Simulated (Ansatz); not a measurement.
# CoO: iterations to self-consistency

These are results of DFT PBE, scalar-relativistic, plane waves, PAW (Ansatz 0.2.0), not measurements.

```
Co O
1.0
     1.60222    0.92504    5.13294
    -1.60222    0.92504    5.13294
     0.00000   -1.85008    5.13294
Co O
2 2
Direct
  0.99949 0.99949 0.99949
  0.49949 0.49949 0.49949
  0.37550 0.37550 0.37550
  0.87553 0.87553 0.87553
```

* plane-wave cutoff: 420 eV
* Γ-centred k-mesh: 12×12×12
* occupation rule: Gaussian smearing, 0.01 eV
* list of starting moments (μB, in atom order): -2.27 2.27 -0.16 0.16
* check for lower electronic states after the SCF: off

Each run starts from superposed atomic densities and uses the program's default quasi-Newton mixer with a history of 8, at most 120 iterations and the default threshold on the density residual; only the mixing preconditioner differs.

```
mixing preconditioner iterations converged density residual (eV) at iterations 1, 3, 5
                 none          18        yes                                 6.4 0.49 1.6
           kerker-dos          17        yes                               6.4 0.43 0.023
                 ldos          12        yes                              6.4 0.35 0.0031
                resta          20        yes                               6.4 0.33 0.008
```

This zinc-blende form isn't the usual stable structure of the compound.

Cost: 4 runs of about 3.7 core-minutes in all, on Intel Xeon Platinum 8488C (Sapphire Rapids) (shared hosts).